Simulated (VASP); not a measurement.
# In (I4/mmm) in VASP: notebook

One crystal, In, is run at these levels: PBEsol; tasks: core levels.

Everything below comes from runs of VASP 6.6.1. Logs are shortened: lines on timing, memory, paths and dates and some standing lists are left out, and cuts for length are marked.

### Step 1. The structure

It takes space group I4/mmm (No. 139, tetragonal). Conventional cell: a = 3.251 Å, b = 3.251 Å, c = 4.947 Å, α = 90.00°, β = 90.00°, γ = 90.00°. In (site symmetry 4/mmm) has 12 In at 3.25 to 3.38 Å as nearest neighbours.

### Step 2. Core levels, PBEsol

Contents of INCAR:

```
SYSTEM = In
  PREC = Accurate
  ENCUT = 500
  EDIFF = 1E-6
  ISMEAR = 1
  SIGMA = 0.1
  LREAL = .FALSE.
  LASPH = .TRUE.
  NELM = 80
  ALGO = Fast
  ISIF = 2
  LWAVE = .FALSE.
  LCHARG = .FALSE.
  GGA = PS
  ICORELEVEL = 1
  KPAR = 4
```

Contents of KPOINTS:

```
regular mesh
0
G
  6 4 5
  0 0 0
```

Contents of POSCAR:

```
In
1.0
   -1.6254700000      1.6254700000      7.4211000000
    6.5018800000     -6.5018800000      0.0000000000
    4.8764100000      4.8764100000     -7.4211000000
In
18
Direct
    0.0000000000      0.5000000000      0.0000000000
    1.0000000000      0.5000000000      0.3333333333
    0.0000000000      0.5000000000      0.6666666667
    0.3333333333      0.8333333333      0.0000000000
    0.3333333333      0.8333333333      0.3333333333
    0.3333333333      0.8333333333      0.6666666667
    0.0000000000      0.0000000000      0.0000000000
    0.0000000000      0.0000000000      0.3333333333
    0.0000000000      0.0000000000      0.6666666667
    0.3333333333      0.3333333333      0.0000000000
    0.3333333333      0.3333333333      0.3333333333
    0.3333333333      0.3333333333      0.6666666667
    0.6666666667      0.6666666667      1.0000000000
    0.6666666667      0.6666666667      0.3333333333
    0.6666666667      0.6666666667      0.6666666667
    0.6666666667      0.1666666667      0.0000000000
    0.6666666667      0.1666666667      0.3333333333
    0.6666666667      0.1666666667      0.6666666667
```

Potentials or basis: VASP PAW PBE potentials, release 64 (In).

Run with:

```bash
> cat potpaw_PBE.64/In/POTCAR > POTCAR
> mpirun -np 4 vasp_std > vasp.out
```

OUTCAR:

```text
SYSTEM = In
   PREC = Accurate
   ENCUT = 500
   EDIFF = 1E-6
   ISMEAR = 1
   LREAL = .FALSE.
   LASPH = .TRUE.
   NELM = 80
   ISIF = 2
   GGA = PS

 ion  position               nearest neighbor table
   1  0.000  0.500  0.000-   5 3.25  18 3.25  15 3.25  11 3.25   3 3.38   4 3.38  16 3.38   2 3.38
                            13 3.38  10 3.38  14 3.38  12 3.38
   2  0.000  0.500  0.333-  16 3.25  13 3.25   6 3.25  12 3.25   1 3.38   5 3.38  17 3.38  11 3.38
                            14 3.38  15 3.38  10 3.38   3 3.38
   3  0.000  0.500  0.667-   4 3.25  10 3.25  17 3.25  14 3.25   6 3.38   1 3.38  18 3.38  12 3.38
                            15 3.38  11 3.38  13 3.38   2 3.38
   4  0.333  0.833  0.000-  14 3.25   3 3.25   9 3.25  17 3.25   1 3.38   5 3.38   6 3.38  15 3.38
                             7 3.38  13 3.38   8 3.38  16 3.38
   5  0.333  0.833  0.333-   1 3.25   7 3.25  15 3.25  18 3.25   4 3.38   2 3.38  13 3.38   8 3.38
                            14 3.38   9 3.38   6 3.38  17 3.38
   6  0.333  0.833  0.667-  13 3.25   2 3.25  16 3.25   8 3.25  14 3.38   3 3.38   4 3.38   9 3.38
                            15 3.38   7 3.38  18 3.38   5 3.38
   7  0.000  0.000  0.000-  11 3.25  15 3.25   5 3.25  18 3.25   8 3.38  13 3.38   9 3.38  10 3.38
                            16 3.38   4 3.38  17 3.38   6 3.38
   8  0.000  0.000  0.333-  13 3.25  16 3.25  12 3.25   6 3.25  11 3.38  14 3.38   7 3.38   5 3.38
                            17 3.38  18 3.38   4 3.38   9 3.38
   9  0.000  0.000  0.667-  10 3.25   4 3.25  14 3.25  17 3.25   7 3.38  15 3.38  12 3.38   6 3.38
[... 5 lines left out ...]
  12  0.333  0.333  0.667-  16 3.25  13 3.25   8 3.25   2 3.25  17 3.38  10 3.38   9 3.38   3 3.38
                            18 3.38   1 3.38  15 3.38  11 3.38
  13  0.667  0.667  0.000-   6 3.25   8 3.25   2 3.25  12 3.25   5 3.38   7 3.38  14 3.38  15 3.38
                             1 3.38   4 3.38   3 3.38  10 3.38
  14  0.667  0.667  0.333-   4 3.25   9 3.25  10 3.25   3 3.25   6 3.38   8 3.38  13 3.38   2 3.38
                             5 3.38   1 3.38  15 3.38  11 3.38
  15  0.667  0.667  0.667-   7 3.25   5 3.25   1 3.25  11 3.25   9 3.38   4 3.38  13 3.38   3 3.38
                             6 3.38   2 3.38  14 3.38  12 3.38
  16  0.667  0.167  0.000-  12 3.25   2 3.25   8 3.25   6 3.25  11 3.38   1 3.38  17 3.38  18 3.38
                             7 3.38  10 3.38   9 3.38   4 3.38
  17  0.667  0.167  0.333-  10 3.25   4 3.25   3 3.25   9 3.25  12 3.38   2 3.38  16 3.38   8 3.38
                            11 3.38   7 3.38  18 3.38   5 3.38
  18  0.667  0.167  0.667-   1 3.25   7 3.25  11 3.25   5 3.25   3 3.38  10 3.38  16 3.38   9 3.38
                            12 3.38   8 3.38  17 3.38   6 3.38

  LATTYP: Found a triclinic cell.
 ALAT       =     9.7528200000
 B/A-ratio  =     2.1528010445
 C/A-ratio  =     0.7453559925
 COS(alpha) =     0.0346226138
 COS(beta)  =     0.4472135955
[... 214 lines left out ...]
   5-  1s -27738.2250  2s  -4144.7557  2p  -3718.7347  3s   -778.7615  3p   -639.3157
       3d   -422.9779  4s   -110.1933  4p    -68.6896  4d     -9.3021
   6-  1s -27738.2250  2s  -4144.7557  2p  -3718.7347  3s   -778.7615  3p   -639.3157
       3d   -422.9779  4s   -110.1933  4p    -68.6896  4d     -9.3021
   7-  1s -27738.2250  2s  -4144.7557  2p  -3718.7347  3s   -778.7615  3p   -639.3157
       3d   -422.9779  4s   -110.1933  4p    -68.6896  4d     -9.3021
   8-  1s -27738.2250  2s  -4144.7557  2p  -3718.7347  3s   -778.7615  3p   -639.3157
       3d   -422.9779  4s   -110.1933  4p    -68.6896  4d     -9.3021
   9-  1s -27738.2250  2s  -4144.7557  2p  -3718.7347  3s   -778.7615  3p   -639.3157
[... 5 lines left out ...]
  12-  1s -27738.2250  2s  -4144.7557  2p  -3718.7347  3s   -778.7615  3p   -639.3157
       3d   -422.9779  4s   -110.1933  4p    -68.6896  4d     -9.3021
  13-  1s -27738.2250  2s  -4144.7557  2p  -3718.7347  3s   -778.7615  3p   -639.3157
       3d   -422.9779  4s   -110.1933  4p    -68.6896  4d     -9.3021
  14-  1s -27738.2250  2s  -4144.7557  2p  -3718.7347  3s   -778.7615  3p   -639.3157
       3d   -422.9779  4s   -110.1933  4p    -68.6896  4d     -9.3021
  15-  1s -27738.2250  2s  -4144.7557  2p  -3718.7347  3s   -778.7615  3p   -639.3157
       3d   -422.9779  4s   -110.1933  4p    -68.6896  4d     -9.3021
  16-  1s -27738.2250  2s  -4144.7557  2p  -3718.7347  3s   -778.7615  3p   -639.3157
       3d   -422.9779  4s   -110.1933  4p    -68.6896  4d     -9.3021
  17-  1s -27738.2250  2s  -4144.7557  2p  -3718.7347  3s   -778.7615  3p   -639.3157
       3d   -422.9779  4s   -110.1933  4p    -68.6896  4d     -9.3021
  18-  1s -27738.2250  2s  -4144.7557  2p  -3718.7347  3s   -778.7615  3p   -639.3157
       3d   -422.9779  4s   -110.1933  4p    -68.6896  4d     -9.3021

 E-fermi :   4.9032     XC(G=0):  -9.8732

 val. band max:        4.8946260541   @ k =   0.3333   0.5000   0.0000
 cond. band min:       4.9139528818   @ k =   0.1667   0.2500   0.4000
 fundamental gap:      0.0193268278
 Fermi energy:         4.9031934843

 k-point     1 :       0.0000    0.0000    0.0000
  band No.  band energies     occupation
      1      -4.7278      2.00000
      2      -2.3905      2.00000
      3      -2.3905      2.00000
      4      -1.7482      2.00000
      5      -1.7482      2.00000
      6      -1.2839      2.00000
[... 949 lines left out ...]
     36       6.1058     -0.00000
     37       6.2774     -0.00000

 [... further k-points ...]

------------------------ aborting loop because EDIFF is reached ----------------------------------------

  FORCE on cell =-STRESS in cart. coord.  units (eV):
  Direction    XX          YY          ZZ          XY          YZ          ZX
  --------------------------------------------------------------------------------------
  -------------------------------------------------------------------------------------
  Total       -2.1888547     -3.4315089     -0.0423030      0.8959040      0.5892458      0.1893827
  in kB       -7.4522957    -11.6831047     -0.1440270      3.0502442      2.0061788      0.6447828
  external PRESSURE =      -6.4264758 kB  Pullay stress =       0.0000000 kB

 VOLUME and BASIS-vectors are now :
 -----------------------------------------------------------------------------
  energy-cutoff  :      500.00
  volume of cell :      470.58
      direct lattice vectors                 reciprocal lattice vectors
    -1.625470000  1.625470000  7.421100000     0.102534446  0.102534446  0.134750913
     6.501880000 -6.501880000  0.000000000     0.102534446 -0.051267223  0.033687728
     4.876410000  4.876410000 -7.421100000     0.102534446  0.102534446  0.000000000

 POSITION                                       TOTAL-FORCE (eV/Angst)
 -----------------------------------------------------------------------------------
      3.25094     -3.25094      0.00000        -0.000000     -0.000000      0.000000
      4.87641     -1.62547     -2.47370         0.000000      0.000000     -0.000000
      6.50188      0.00000     -4.94740        -0.000000     -0.000000      0.000000
      4.87641     -4.87641      2.47370         0.000000     -0.000000     -0.000000
      6.50188     -3.25094      0.00000         0.000000     -0.000000     -0.000000
      8.12735     -1.62547     -2.47370         0.000000     -0.000000     -0.000000
[... 10 lines left out ...]
      1.62547      1.62547      2.47370         0.000000     -0.000000     -0.000000
      3.25094      3.25094      0.00000         0.000000      0.000000      0.000000
 -----------------------------------------------------------------------------------
    total drift:                               -0.000000      0.000000     -0.000000

  FREE ENERGIE OF THE ION-ELECTRON SYSTEM (eV)
  ---------------------------------------------------
  free  energy   TOTEN  =       -53.4372119164 eV

  energy  without entropy=      -53.4433560838  energy(sigma->0) =      -53.43925997
```

OSZICAR:

```text
N       E                     dE             d eps       ncg     rms          rms(c)
DAV:   1     0.179467450923E+03    0.17947E+03   -0.16330E+04  4588   0.108E+03
DAV:   2    -0.330354986048E+02   -0.21250E+03   -0.20599E+03  5183   0.137E+02
DAV:   3    -0.532886929200E+02   -0.20253E+02   -0.19424E+02  5795   0.398E+01
DAV:   4    -0.539771533149E+02   -0.68846E+00   -0.67933E+00  5670   0.730E+00
DAV:   5    -0.539870403277E+02   -0.98870E-02   -0.98692E-02  5675   0.100E+00    0.106E+01
RMM:   6    -0.536596172399E+02    0.32742E+00   -0.40471E-02  4669   0.633E-01    0.608E+00
RMM:   7    -0.534358444734E+02    0.22377E+00   -0.13602E-01  4927   0.116E+00    0.435E-01
RMM:   8    -0.534370851850E+02   -0.12407E-02   -0.22517E-02  5278   0.554E-01    0.173E-01
RMM:   9    -0.534371717424E+02   -0.86557E-04   -0.28865E-03  5470   0.184E-01    0.720E-02
RMM:  10    -0.534372210669E+02   -0.49324E-04   -0.42700E-04  5514   0.820E-02    0.896E-02
RMM:  11    -0.534372057561E+02    0.15311E-04   -0.54926E-05  5522   0.276E-02    0.572E-02
RMM:  12    -0.534372119333E+02   -0.61772E-05   -0.29443E-05  5402   0.187E-02    0.248E-02
RMM:  13    -0.534372119164E+02    0.16835E-07   -0.41399E-06  4429   0.690E-03
   1 F= -.53437212E+02 E0= -.53439260E+02  d E =0.614417E-02
```

stdout:

```text
POSCAR found type information on POSCAR In
 POSCAR found :  1 types and      18 ions
 scaLAPACK will be used
 -----------------------------------------------------------------------------
|                                                                             |
|                                                                             |
|     You have a (more or less) 'large supercell' and for larger cells it     |
|     might be more efficient to use real-space projection operators.         |
|     Therefore, try LREAL= Auto in the INCAR file.                           |
|     Mind: For very accurate calculation, you might also keep the            |
|     reciprocal projection scheme (i.e. LREAL=.FALSE.).                      |
|                                                                             |
 -----------------------------------------------------------------------------

 -----------------------------------------------------------------------------
|                                                                             |
|                                                                             |
|     You enforced a specific xc type in the INCAR file but a different       |
|     I HOPE YOU KNOW WHAT YOU ARE DOING!                                     |
|                                                                             |
 -----------------------------------------------------------------------------

 LDA part: xc-table for (Slater+PW92), standard interpolation
 POSCAR, INCAR and KPOINTS ok, starting setup
 FFT: planning ... GRIDC
 FFT: planning ... GRID_SOFT
 FFT: planning ... GRID
 WAVECAR not read
 entering main loop
```

Wall time 4.8 min (4 MPI ranks of Intel Xeon Platinum 8488C (Sapphire Rapids), shared host); peak memory 1.1 GiB.

What came out:

```
Free energy            : -53.4372 eV
Pressure               : -0.6 GPa
Band gap on the k mesh : none (metal or under the smearing width)
```

Stress tensor (GPa, compression positive):
```
-0.75  0.31  0.06
 0.31 -1.17  0.20
 0.06  0.20 -0.01
```

Core levels (eV, on the scale of the bands):
| atom | levels |
| --- | --- |
| 1 In | 1s -27738.2, 2s -4144.8, 2p -3718.7, 3s -778.8, 3p -639.3, 3d -423.0, 4s -110.2, 4p -68.7, 4d -9.3 |
| 2 In | 1s -27738.2, 2s -4144.8, 2p -3718.7, 3s -778.8, 3p -639.3, 3d -423.0, 4s -110.2, 4p -68.7, 4d -9.3 |
| 3 In | 1s -27738.2, 2s -4144.8, 2p -3718.7, 3s -778.8, 3p -639.3, 3d -423.0, 4s -110.2, 4p -68.7, 4d -9.3 |
| 4 In | 1s -27738.2, 2s -4144.8, 2p -3718.7, 3s -778.8, 3p -639.3, 3d -423.0, 4s -110.2, 4p -68.7, 4d -9.3 |
| 5 In | 1s -27738.2, 2s -4144.8, 2p -3718.7, 3s -778.8, 3p -639.3, 3d -423.0, 4s -110.2, 4p -68.7, 4d -9.3 |
| 6 In | 1s -27738.2, 2s -4144.8, 2p -3718.7, 3s -778.8, 3p -639.3, 3d -423.0, 4s -110.2, 4p -68.7, 4d -9.3 |

Caveat: the PAW data sets were made with another functional, which shifts forces and pressure a little.

(Continued in part 2 of 2.)
